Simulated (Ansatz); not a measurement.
# MnO2 (P4_2/mnm) in Ansatz: further runs

Aim: see how the results for MnO2 move with the level of theory and the settings. Levels: r2SCAN, PBE. Tasks: band structure.

Everything below comes from runs of Ansatz 0.2.0. Logs are shortened: lines on timing, memory, paths and dates and some standing lists are left out, and cuts for length are marked.

## (1) The crystal as given

It takes space group P4_2/mnm (No. 136, tetragonal). The conventional cell has a = 4.400 Å, b = 4.400 Å, c = 2.867 Å, α = 90.00°, β = 90.00°, γ = 90.00°. Mn (site symmetry mmm) has 6 O at 1.88 to 1.90 Å as nearest neighbours. O (site symmetry m2m) is surrounded by 3 Mn at 1.88 to 1.90 Å.

The cell is a database's computed one.

## (2) Band structure, r2SCAN, collinear spin, ferromagnetic start

Contents of input.yaml:

```yaml
crystal:
  lattice:
    - [4.4004184607, 0.0, 0.0]
    - [0.0, 4.4004184607, 0.0]
    - [0.0, 0.0, 2.86707794]
  atoms:
    - { symbol: Mn, position: [0.5, 0.5, 0.5], spin: 4.0 }
    - { symbol: Mn, position: [0.0, 0.0, 0.0], spin: 4.0 }
    - { symbol: O, position: [0.80491615, 0.19508385, 0.5] }
    - { symbol: O, position: [0.69508385, 0.69508385, 0.0] }
    - { symbol: O, position: [0.19508385, 0.80491615, 0.5] }
    - { symbol: O, position: [0.30491615, 0.30491615, 0.0] }
hamiltonian:
  xc: r2scan
  pseudopotentials: { kind: paw }
magnetization:
  spin_polarized: true
kpoints:
  mp_grid: { grid: [5, 5, 8] }
  band_path:
    path:
      - [[0.0, 0.0, 0.0], [0.0, 0.5, 0.0], [0.5, 0.5, 0.0], [0.0, 0.0, 0.0], [0.0, 0.0, 0.5], [0.0, 0.5, 0.5], [0.5, 0.5, 0.5], [0.0, 0.0, 0.5]]
      - [[0.0, 0.5, 0.0], [0.0, 0.5, 0.5]]
      - [[0.5, 0.5, 0.0], [0.5, 0.5, 0.5]]
    npoints: 14
scf:
  occupations: { method: fermi_dirac, width: 0.05 }
  n_extra_bands: 15
output:
  forces: true
  stress: true
  eigenvalues: true
  fatbands: true
```

Potentials or basis: Ansatz PAW.

Started as:

```
> ansatz run input.yaml --threads 2 --pin off --max-ram 5632MiB --backend cpu --events-out ev --progress --plain --runs-dir out
```

What it wrote:

```text
Warning: RAYON_NUM_THREADS=2 ignored (pool sized by the plan → 2); use --threads N
scf.n_extra_bands = 15 over 27 filled bands (N_el = 54.0): the run solves 42 bands
Engine: ansatz 0.2.0, x86_64-unknown-linux-gnu
Pseudopotentials: kind: paw
Pseudopotential: Mn, paw, valence charge 15, recommended cutoff 500 eV (meta_gga), Mn.paw.azcp
Pseudopotential: O, paw, valence charge 6, recommended cutoff 500 eV (meta_gga), O.paw.azcp
Functional definition: r2SCAN
  parameter k0 = 0.174
  parameter k1 = 0.065
  parameter a1 = 4.9479
  exchange = r2scan_x(k0 = k0, k1 = k1, a1 = a1)
  correlation = r2scan_c
Crystal: 6 atoms, lattice volume = 55.517 Å³
Basis set: ecut = 500 eV, 1431 PW (Γ), exchange–correlation on 144×144×96 points (64 copies of the dense FFT grid, shifted against one another)
Bands: 42, of which v1, the nominal top of the filled ones, is band 27 counted from 1 (26 counted from 0)
Symmetry: 16 space group operations
Space group: P42/mnm (ITA 136), of the structure as read, at distance tolerance 3.8e-5 Å
Magnetic group: BNS 136.495 (UNI 1155), of the structure as read, at distance tolerance 3.8e-5 Å
k-points: 30 of 200
Non-local potential: Mn, projectors of the file, l = 0: 3, l = 1: 2, l = 2: 3, l = 3: 1
Non-local potential: O, projectors of the file, l = 0: 2, l = 1: 2, l = 2: 1
PAW form: soft (Blöchl's): semilocal exchange-correlation on the pseudo side does not see the compensation charge
PAW frozen core: Mn, regenerated for the run's functional (the file was generated under x = pbe(κ = 0.804, μ = 0.2195149727645171), c = pbe(β = 0.06672455060314922))
PAW frozen core: O, regenerated for the run's functional (the file was generated under x = pbe(κ = 0.804, μ = 0.2195149727645171), c = pbe(β = 0.06672455060314922))
PAW one-centre angular grid: Mn, 590 points (default); XC on 160 Gauss nodes
PAW one-centre angular grid: O, 302 points (default); XC on 160 Gauss nodes
Initial density: superposition of atomic densities (chi_scale 0.1, normalization cell, long waves kept (reshape's long-wave potential 0.00 eV rms))
Starting moments: Σ|m| = 8 μB on 2 of 6 sites
Initial wavefunctions: pseudopotential atomic-orbital guess
Functional: x = r2scan, c = r2scan; τ floored in thin density (d = 2e-4 eV/Å³)
SCF iter   1: F=—  HF=-10081.769747 eV  |F-HF|=—  |Δ(HF+E_count)|=         —  Δρ=5.18e-2 (↑5.18e-2 ↓4.81e-2)  dr2=1.87e0  dr2_τ=1.00e-1  dr2_m=6.12e-1  M=6.017 μB ∫|m|=7.352 μB  β_m=1.00  ethr=3.10e-3  ⟨swp⟩=5.5  Hψ=9345  notcnv=0  defer=6
Mixer restart at iter 1: flushing history
preconditioner: auto → Kerker (q_TF=auto, 2.716 Å⁻¹)  [metal: Δε(μ)=0.005 eV  Ē_g=16.893 eV  σ=0.050 eV  W_gap=0.03  n_scr=18 (ndim 8)  ℏωp=30.7 eV  f_vac=0.000  D(μ)=2.95/eV (n_scr^D=30)]
spin=Collinear: Kerker preconditioning applied to the charge; magnetization (m = ρ↑ − ρ↓) channel mixes plain (no charge-response kernel on spin).
SCF iter   2: F=—  HF=-10082.693089 eV  |F-HF|=—  |Δ(HF+E_count)|=   9.23e-1  Δρ=2.80e-2 (↑2.80e-2 ↓2.76e-2)  dr2=9.10e-1  dr2_τ=2.23e-2  dr2_m=4.93e-2  M=6.001 μB ∫|m|=7.149 μB  β_m=1.00  ethr=3.10e-3  ⟨swp⟩=2.0  Hψ=5121  notcnv=0  defer=399  κ⁻¹=1.0e0(r=1)
SCF iter   3: F=—  HF=-10083.145842 eV  |F-HF|=—  |Δ(HF+E_count)|=   4.53e-1  Δρ=1.95e-2 (↑1.85e-2 ↓1.95e-2)  dr2=4.11e-1  dr2_τ=9.59e-3  dr2_m=2.61e-2  M=6.004 μB ∫|m|=6.896 μB  β_m=1.00  ethr=1.69e-3  ⟨swp⟩=2.0  Hψ=3007  notcnv=0  defer=399  κ⁻¹=9.6e-2(r=2)
SCF iter   4: F=—  HF=-10083.677220 eV  |F-HF|=—  |Δ(HF+E_count)|=   5.31e-1  Δρ=7.99e-3 (↑6.92e-3 ↓7.99e-3)  dr2=8.52e-2  dr2_τ=1.71e-3  dr2_m=2.09e-3  M=6.005 μB ∫|m|=6.519 μB  β_m=1.00  ethr=7.61e-4  ⟨swp⟩=2.6  Hψ=4745  notcnv=0  defer=434  κ⁻¹=1.6e-2(r=3)
SCF iter   5: F=—  HF=-10083.811477 eV  |F-HF|=—  |Δ(HF+E_count)|=         —  Δρ=6.47e-3 (↑6.47e-3 ↓5.64e-3)  dr2=4.41e-2  dr2_τ=7.96e-4  dr2_m=5.06e-3  M=6.002 μB ∫|m|=6.348 μB  β_m=1.00  ethr=1.58e-4  ⟨swp⟩=2.4  Hψ=4365  notcnv=0  defer=434
Mixer restart at iter 5: flushing history
SCF iter   6: F=—  HF=-10083.825210 eV  |F-HF|=—  |Δ(HF+E_count)|=   1.37e-2  Δρ=4.51e-3 (↑4.51e-3 ↓4.04e-3)  dr2=2.96e-2  dr2_τ=4.44e-4  dr2_m=9.42e-4  M=6.001 μB ∫|m|=6.315 μB  β_m=1.00  ethr=8.16e-5  ⟨swp⟩=2.0  Hψ=2961  notcnv=0  defer=433  κ⁻¹=1.0e0(r=1)
SCF iter   7: F=—  HF=-10083.859730 eV  |F-HF|=—  |Δ(HF+E_count)|=   3.45e-2  Δρ=1.81e-3 (↑1.81e-3 ↓1.80e-3)  dr2=8.45e-3  dr2_τ=8.17e-5  dr2_m=6.45e-6  M=6.001 μB ∫|m|=6.252 μB  β_m=1.00  ethr=5.47e-5  ⟨swp⟩=2.4  Hψ=4536  notcnv=0  defer=433  κ⁻¹=4.8e-2(r=2)
SCF iter   8: F=—  HF=-10083.865427 eV  |F-HF|=—  |Δ(HF+E_count)|=   5.70e-3  Δρ=1.01e-3 (↑8.12e-4 ↓1.01e-3)  dr2=1.68e-3  dr2_τ=1.75e-5  dr2_m=1.33e-5  M=6.001 μB ∫|m|=6.222 μB  β_m=1.00  ethr=1.57e-5  ⟨swp⟩=2.0  Hψ=4842  notcnv=0  defer=437  κ⁻¹=1.1e-2(r=3)
SCF iter   9: F=—  HF=-10083.864729 eV  |F-HF|=—  |Δ(HF+E_count)|=   6.98e-4  Δρ=5.07e-4 (↑4.80e-4 ↓5.07e-4)  dr2=2.52e-4  dr2_τ=6.69e-6  dr2_m=1.76e-6  M=6.001 μB ∫|m|=6.221 μB  β_m=1.00  ethr=3.12e-6  ⟨swp⟩=2.1  Hψ=3574  notcnv=0  defer=437  κ⁻¹=1.2e-3(r=4)
SCF iter  10: F=—  HF=-10083.865404 eV  |F-HF|=—  |Δ(HF+E_count)|=   6.75e-4  Δρ=3.87e-4 (↑3.87e-4 ↓2.91e-4)  dr2=1.21e-4  dr2_τ=2.69e-6  dr2_m=5.88e-6  M=6.001 μB ∫|m|=6.222 μB  β_m=1.00  ethr=4.67e-7  ⟨swp⟩=2.0  Hψ=3240  notcnv=0  defer=437  κ⁻¹=7.5e-4(r=5)
SCF iter  11: F=—  HF=-10083.865835 eV  |F-HF|=—  |Δ(HF+E_count)|=   4.31e-4  Δρ=1.18e-4 (↑1.18e-4 ↓1.07e-4)  dr2=1.01e-5  dr2_τ=3.39e-7  dr2_m=2.55e-6  M=6.001 μB ∫|m|=6.227 μB  β_m=1.00  ethr=2.24e-7  ⟨swp⟩=2.0  Hψ=4148  notcnv=0  defer=437  κ⁻¹=1.3e-4(r=6)
SCF iter  12: F=—  HF=-10083.865842 eV  |F-HF|=—  |Δ(HF+E_count)|=   7.46e-6  Δρ=5.96e-5 (↑5.73e-5 ↓5.96e-5)  dr2=3.46e-6  dr2_τ=1.01e-7  dr2_m=2.70e-8  M=6.001 μB ∫|m|=6.229 μB  β_m=1.00  ethr=1.87e-8  ⟨swp⟩=2.0  Hψ=3712  notcnv=0  defer=437  κ⁻¹=4.9e-5(r=7)
SCF iter  13: F=—  HF=-10083.865843 eV  |F-HF|=—  |Δ(HF+E_count)|=   6.98e-7  Δρ=4.23e-5 (↑4.23e-5 ↓3.43e-5)  dr2=1.09e-6  dr2_τ=4.00e-8  dr2_m=3.37e-8  M=6.001 μB ∫|m|=6.229 μB  β_m=1.00  ethr=6.41e-9  ⟨swp⟩=2.0  Hψ=3993  notcnv=0  defer=437  κ⁻¹=1.5e-5(r=8)
SCF iter  14: F=—  HF=-10083.865845 eV  |F-HF|=—  |Δ(HF+E_count)|=   2.37e-6  Δρ=1.67e-5 (↑1.67e-5 ↓1.58e-5)  dr2=3.95e-7  dr2_τ=3.92e-9  dr2_m=5.60e-9  M=6.001 μB ∫|m|=6.229 μB  β_m=1.00  ethr=2.01e-9  ⟨swp⟩=2.0  Hψ=4142  notcnv=0  defer=437  κ⁻¹=2.1e-6(r=8)
SCF iter  15: F=—  HF=-10083.865846 eV  |F-HF|=—  |Δ(HF+E_count)|=   1.61e-7  Δρ=1.13e-5 (↑1.13e-5 ↓1.01e-5)  dr2=1.84e-7  dr2_τ=1.45e-9  dr2_m=2.35e-9  M=6.001 μB ∫|m|=6.229 μB  β_m=1.00  ethr=7.32e-10  ⟨swp⟩=1.0  Hψ=2520  notcnv=0  defer=437  κ⁻¹=2.7e-6(r=8)
SCF iter  16: F=—  HF=-10083.865846 eV  |F-HF|=—  |Δ(HF+E_count)|=   3.78e-8  Δρ=2.90e-6 (↑2.14e-6 ↓2.90e-6)  dr2=2.82e-9  dr2_τ=1.26e-10  dr2_m=8.52e-10  M=6.001 μB ∫|m|=6.229 μB  β_m=1.00  ethr=3.40e-10  ⟨swp⟩=2.5  Hψ=3807  notcnv=0  defer=437  κ⁻¹=1.0e-6(r=8)
SCF iter  17: F=-10083.865846 eV  HF=-10083.865846 eV  |F-HF|=2.98e-8  |Δ(HF+E_count)|=   3.09e-8  Δρ=2.50e-6 (↑2.43e-6 ↓2.50e-6)  dr2=9.27e-9  dr2_τ=1.12e-10  dr2_m=8.57e-11  M=6.001 μB ∫|m|=6.229 μB  ethr=5.22e-12  ⟨swp⟩=6.8  Hψ=11095  notcnv=0
SCF 1 converged in 17 iterations: F = -10083.865846 eV  dr2 = 9.27e-9
WARN: an SCF from antiferromagnetic starting moments (-4.00, 4.00, 0.00, 0.00, 0.00, 0.00 Bohr magnetons, atom by atom) was not made, by what the run has read of turns of its moments that order reads lower: the deck asks for what bars it, or types moments that do (magnetization.spin_polarized, in the input reference, names some of the keys), or the run goes by scf.lower_state_search: light, the default, which as a rule tries one only behind a close that has lost an order of both signs, or on which an open d or half-filled 4f shell of a PAW file has lost a moment that was set nearer to Hund's than to what is left; or, under a Hubbard U, one that names an f shell that the input leaves bare beside given moments, or a larger moment for a shell of low spin that is given one. standard, with a start from the atoms, tries one behind each close (in a relaxation, ahead of its steps or at their end). To set out from that order, type those moments (crystal.atoms[].spin; where shells were raised to Hund's moment, beside crystal.symmetry.detect: false) under scf.lower_state_search: light. The bands of the close that named these starting moments, or of the one ahead of a search that led to it (under cold or Methfessel-Paxton smearing those of the Gaussian ahead of it) read a cost of -132.76 meV for the turn to them, carried on from a small turn (-132.76 by the pairs of d shells alone)
this state was not tested for a lower state beside it, because the mixer in use, unlike msr1, does not test its closes by its own steps (another_mixer; see scf.mixing.algorithm and scf.lower_state_search)
NSCF: frozen V_eff on 129 k-points
SCF converged after 17 iterations
Magnetization: 6.0007 μB (30.0004 up, 23.9996 down)
Absolute magnetization: 6.2531 μB (∫|ρ↑−ρ↓|, with the PAW one-centre terms)
Spin contamination: 0.0649 ħ² per cell (⟨S²⟩ above its minimum at these occupations)
Per-site moments (μB) at R_I (Å): [(2.4837329413648512, 0.77489733565151), (2.483732941364851, 0.7748973356515101), (0.06808577224799137, 0.7748973356515101), (0.06808577224799126, 0.77489733565151), (0.06808577224799087, 0.7748973356515101), (0.06808577224799124, 0.7748973356515102)]
Free energy (F): -10083.865846 eV
Harris-Foulkes:  -10083.865846 eV  (|F-HF|=2.98e-8)
Internal energy: -10083.865595 eV  (E = F + TS)
E sigma→0 (E₀):  -10083.865720 eV
Entropy (-TS):   -0.000251 eV (-0.042 meV/atom)
Fermi energy:    10.456499 eV
--- Per-component energies (eV) ---
  E_band       = -648.898711
  E_kinetic    = 1302.567867
  E_local      = -5453.343331  (includes V_loc(G=0)·N_el)
  E_nonlocal   = 664.715283
  E_hartree    = 2142.163718
  E_xc         = -512.497089
  E_vxc        = -743.849795  (∫ρ·V_xc dr)
  E_paw        = -3247.908937  (= ΣΔE_a)
  E_vpaw       = -751.732621  (= ΣTr[D̂ρ^β])
  E_aug_tail   = 0.003944  (compensation charges beyond the density's cutoff)
  E_vtau       = 48.417955  (kinetic-family band-sum trace: ∫τ·v_τ [+ j·A + Jᵃ·Aᵃ] dr)
  E_ewald      = -4978.873199
  E_core_change = -0.693850  (= ΣΔE_core)
  E_smearing   = -0.000251  (= −TS)
  E_closure    = -0.000000  (closes the sum)
  Σ components = -10083.865846   (vs F -10083.865846, Δ=0.00e0)
--- Forces (eV/Å), atoms counted from 1 ---
  atom   1  Mn     0.00000000     0.00000000     0.00000000
  atom   2  Mn     0.00000000    -0.00000000     0.00000000
  atom   3  O      0.03464943    -0.03464943     0.00000000
  atom   4  O     -0.03464943    -0.03464943     0.00000000
  atom   5  O     -0.03464943     0.03464943     0.00000000
  atom   6  O      0.03464943     0.03464943     0.00000000
  max |Σ_I F_I| component: 2.08e-17 eV/Å
--- Stress (GPa, compression-positive) ---
       -0.590075       0.000000       0.000000
        0.000000      -0.590075       0.000000
        0.000000       0.000000      -1.090470
  P = ⅓ Tr σ = -0.7569 GPa (-7.569 kbar)
--- Band table (eV; the first three rows and the last of 60) ---
  k-point 0 ↑: bands = ["-74.9053", "-74.9026", "-42.3694", "-42.3612", "-42.3303", "-42.3303", "-42.2826", "-42.2826", "-10.4640", "-8.6311", "-8.2296", "-8.2296", "2.2844", "2.9349", "3.4421", "4.5577", "4.5577", "6.4021", "6.4021", "7.0192", "7.0832", "7.1829", "7.2763", "7.2763", "7.6268", "8.9130", "9.3356", "9.3356", "9.8290", "9.8309", "10.5611", "13.6075", "13.6075", "14.2943", "18.9155", "22.3462", "22.3462", "24.7047", "26.2205", "26.4974", "29.3334", "30.2533"]
  k-point 1 ↑: bands = ["-74.9040", "-74.9015", "-42.3849", "-42.3775", "-42.3273", "-42.3273", "-42.2819", "-42.2819", "-10.3104", "-8.5844", "-8.2585", "-8.2585", "2.5105", "3.1006", "3.6185", "4.4187", "4.4187", "6.2946", "6.6104", "6.6104", "6.8459", "7.1026", "7.1460", "7.1460", "7.7859", "8.7618", "9.4811", "9.4811", "9.6356", "9.7656", "10.8600", "13.2840", "13.2840", "14.0710", "19.4558", "23.0058", "23.0058", "25.0137", "26.2062", "26.6555", "29.0315", "29.7363"]
  k-point 2 ↑: bands = ["-74.9007", "-74.8988", "-42.4223", "-42.4166", "-42.3200", "-42.3200", "-42.2803", "-42.2803", "-9.8933", "-8.5066", "-8.3291", "-8.3291", "3.1155", "3.5262", "4.1296", "4.2801", "4.2801", "5.2211", "5.9809", "6.4692", "6.4692", "7.0660", "7.2909", "7.2909", "7.7417", "8.4829", "9.1937", "9.5792", "9.7156", "9.7156", "11.3655", "12.7877", "12.7877", "13.4417", "20.7887", "24.4720", "24.4720", "25.4401", "26.2027", "27.0145", "28.4127", "28.5932"]
  k-point 29 ↓: bands = ["-70.9025", "-70.9025", "-38.5236", "-38.5234", "-38.3124", "-38.3123", "-38.2765", "-38.2762", "-8.5094", "-8.4989", "-8.3898", "-8.3766", "3.8781", "4.0494", "4.4883", "4.5026", "5.5434", "5.7889", "6.3277", "6.3883", "8.6366", "8.6545", "8.9695", "9.2231", "11.9517", "12.3526", "12.5257", "12.5430", "12.8163", "13.1963", "13.5361", "14.1455", "14.4341", "15.0454", "23.2726", "23.5944", "25.2316", "25.7939", "27.0046", "27.3532", "28.5122", "28.6107"]
```

It took 32 s on 2 threads of Intel Xeon Platinum 8488C (Sapphire Rapids), shared host; peak memory 0.72 GiB.

Results:

```
Free energy             : -10083.8658 eV
Pressure                : -0.8 GPa
Largest force           : 0.049 eV/Å
Band gap on the k mesh  : 0.25 eV, direct
Band gap along the path : 0.25 eV, direct
Net moment              : 6.00 μB per cell
Absolute moment         : 6.25 μB per cell
Site moments            : Mn +2.48; O +0.07 μB
```

Forces on the atoms (eV/Å):
```
Mn   0.000  0.000  0.000
Mn   0.000  0.000  0.000
O    0.035 -0.035  0.000
O   -0.035 -0.035  0.000
O   -0.035  0.035  0.000
O    0.035  0.035  0.000
```

Levels at the corners of the path, in eV from the valence-band top:
Spin up:
```csv
point,band 26,band 27,band 28,band 29,band 30,band 31,band 32,band 33,band 34,band 35
Γ,-1.40,-0.98,-0.98,-0.48,-0.48,0.25,3.30,3.30,3.98,8.60
X,-1.56,-1.47,-1.47,-0.86,-0.86,2.74,2.74,3.09,3.09,11.06
M,-2.33,-1.88,-1.88,-0.14,-0.14,1.92,1.92,3.26,3.26,12.36
Γ,-1.40,-0.98,-0.98,-0.48,-0.48,0.25,3.30,3.30,3.98,8.60
Z,-2.65,-1.28,-1.28,-0.30,-0.30,1.82,1.82,2.29,2.29,13.60
R,-2.61,-1.77,-1.77,-0.21,-0.21,0.71,0.71,3.86,3.86,13.43
A,-2.32,-1.05,-1.05,-0.77,-0.77,2.32,2.32,2.49,2.49,12.68
Z,-2.65,-1.28,-1.28,-0.30,-0.30,1.82,1.82,2.29,2.29,13.60
X,-1.56,-1.47,-1.47,-0.86,-0.86,2.74,2.74,3.09,3.09,11.06
R,-2.61,-1.77,-1.77,-0.21,-0.21,0.71,0.71,3.86,3.86,13.43
M,-2.33,-1.88,-1.88,-0.14,-0.14,1.92,1.92,3.26,3.26,12.36
A,-2.32,-1.05,-1.05,-0.77,-0.77,2.32,2.32,2.49,2.49,12.68
```
Spin down:
```
point  band 21  band 22  band 23  band 24  band 25  band 26  band 27  band 28
    Γ    -1.41    -0.67    -0.67     0.00     1.05     1.38     1.53     1.53
    X    -2.60    -2.60    -0.91    -0.91     1.77     1.77     2.15     2.15
    M    -2.31    -2.31    -1.68    -1.68     1.06     1.06     1.54     1.54
    Γ    -1.41    -0.67    -0.67     0.00     1.05     1.38     1.53     1.53
    Z    -2.78    -2.78    -2.11    -2.11     2.16     2.16     2.35     2.35
    R    -2.63    -2.63    -1.30    -1.30     1.25     1.25     2.16     2.16
    A    -1.53    -1.53    -1.16    -1.16     2.01     2.01     2.23     2.23
    Z    -2.78    -2.78    -2.11    -2.11     2.16     2.16     2.35     2.35
    X    -2.60    -2.60    -0.91    -0.91     1.77     1.77     2.15     2.15
    R    -2.63    -2.63    -1.30    -1.30     1.25     1.25     2.16     2.16
    M    -2.31    -2.31    -1.68    -1.68     1.06     1.06     1.54     1.54
    A    -1.53    -1.53    -1.16    -1.16     2.01     2.01     2.23     2.23
```

Caveat: the magnetic or orbital state may not be the lowest; only a ferromagnetic start was run, and an antiferromagnetic order may lie lower in energy; the PAW data sets come from PBE, with cores solved anew for the run's functional, which leaves a small shift of forces and pressure.

## (3) Band structure, PBE, collinear spin, ferromagnetic start

Changes to input.yaml since step 2:

```diff
@@ -13,3 +13,3 @@
 hamiltonian:
-  xc: r2scan
+  xc: pbe
   pseudopotentials: { kind: paw }
@@ -32,2 +32,6 @@
   eigenvalues: true
-  fatbands: true
+  fatbands: false
+  write_density: true
+  write_potential: true
+  elf: true
+  volumetric_format: npy
```

Potentials or basis: Ansatz PAW.

Started as:

```
> ansatz run input.yaml --threads 2 --pin off --max-ram 5632MiB --backend cpu --events-out ev --progress --plain --runs-dir out
```

It took 13 s on 2 threads of Intel Xeon Platinum 8488C (Sapphire Rapids), shared host; peak memory 0.56 GiB.

It converged, with:

```yaml
Free_energy: -10067.4104 eV
Pressure: 6.0 GPa
Band_gap_on_the_k_mesh: none (metal or under the smearing width)
Net_moment: 5.99 μB per cell
Absolute_moment: 6.14 μB per cell
Site_moments: Mn +2.37; O +0.10 μB
```

Stress tensor (GPa, compression positive):
```
6.38 0.00 0.00
0.00 6.38 0.00
0.00 0.00 5.31
```

Levels at the corners of the path, in eV from the Fermi level:
Spin up:
```
point  band 27  band 28  band 29  band 30  band 31  band 32  band 33  band 34
    Γ    -1.34    -1.34    -0.78    -0.20    -0.18     2.72     2.72     3.45
    X    -1.48    -1.48    -0.77    -0.77     2.20     2.20     2.47     2.47
    M    -2.25    -2.25    -0.11    -0.11     1.46     1.46     2.68     2.68
    Γ    -1.34    -1.34    -0.78    -0.20    -0.18     2.72     2.72     3.45
    Z    -1.18    -1.18    -0.24    -0.24     1.29     1.29     1.72     1.72
    R    -2.07    -2.07    -0.12    -0.12     0.23     0.23     3.24     3.24
    A    -1.13    -1.13    -0.83    -0.83     1.75     1.75     1.93     1.93
    Z    -1.18    -1.18    -0.24    -0.24     1.29     1.29     1.72     1.72
    X    -1.48    -1.48    -0.77    -0.77     2.20     2.20     2.47     2.47
    R    -2.07    -2.07    -0.12    -0.12     0.23     0.23     3.24     3.24
    M    -2.25    -2.25    -0.11    -0.11     1.46     1.46     2.68     2.68
    A    -1.13    -1.13    -0.83    -0.83     1.75     1.75     1.93     1.93
```
Spin down:
```tsv
point	band 21	band 22	band 23	band 24	band 25	band 26	band 27	band 28
Γ	-1.74	-1.04	-1.04	-0.46	0.07	0.38	0.52	0.52
X	-2.95	-2.95	-1.30	-1.30	0.76	0.76	1.12	1.12
M	-2.61	-2.61	-2.03	-2.03	0.10	0.10	0.53	0.53
Γ	-1.74	-1.04	-1.04	-0.46	0.07	0.38	0.52	0.52
Z	-3.19	-3.19	-2.49	-2.49	1.08	1.08	1.38	1.38
R	-3.05	-3.05	-1.65	-1.65	0.25	0.25	1.09	1.09
A	-1.96	-1.96	-1.56	-1.56	1.05	1.05	1.13	1.13
Z	-3.19	-3.19	-2.49	-2.49	1.08	1.08	1.38	1.38
X	-2.95	-2.95	-1.30	-1.30	0.76	0.76	1.12	1.12
R	-3.05	-3.05	-1.65	-1.65	0.25	0.25	1.09	1.09
M	-2.61	-2.61	-2.03	-2.03	0.10	0.10	0.53	0.53
A	-1.96	-1.96	-1.56	-1.56	1.05	1.05	1.13	1.13
```

Caveat: the magnetic or orbital state may not be the lowest; the pressure holds a Pulay correction of +0.9 GPa for the finite cutoff; semilocal functionals often make such compounds metallic where correlation or magnetic order opens a gap, which also shifts bond lengths; only a ferromagnetic start was run, and an antiferromagnetic order may lie lower in energy. With open d or f shells a metallic result of PBE can be an artefact of self-interaction; +U or a hybrid may open a gap.
